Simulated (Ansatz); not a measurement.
The system is MoS2.

```
Mo S
1.0
     3.16900    0.00000    0.00000
    -1.58450    2.74443    0.00000
     0.00000    0.00000   12.32400
Mo S
2 4
Direct
  0.66667 0.33333 0.75000
  0.33333 0.66667 0.25000
  0.66667 0.33333 0.37700
  0.33333 0.66667 0.87700
  0.66667 0.33333 0.12300
  0.33333 0.66667 0.62300
```

Base run:

| Property | Result |
| --- | --- |
| Program | Ansatz 0.2.0 |
| Functional | PBEsol |
| Potentials or basis | all-electron LAPW, scalar-relativistic |
| Cutoff | 241 eV (chosen from the basis error) |
| Basis error allowed | 0.002 eV/atom |
| k mesh | 10 × 10 × 3 |
| Occupations | fermi-dirac, width 0.05 eV |
| Spin | no spin polarisation |

Its results: band gap on the k mesh 0.88 eV, indirect (least direct gap 1.87 eV); pressure -2.9 GPa; largest force 0.312 eV/Å.

Q: The run is repeated on the same cell with these changes: functional from PBEsol to LDA. What comes out?

A: Band gap on the k mesh 0.85 eV, indirect (least direct gap 1.86 eV); pressure -5.6 GPa; largest force 0.477 eV/Å.

LDA binds more tightly than PBEsol, so the same cell stands under less pressure.

Caveats: this functional lacks dispersion, which binds the layers, so the pressure and a relaxed spacing across them are unreliable (some runs).

A k mesh can miss the band edges.
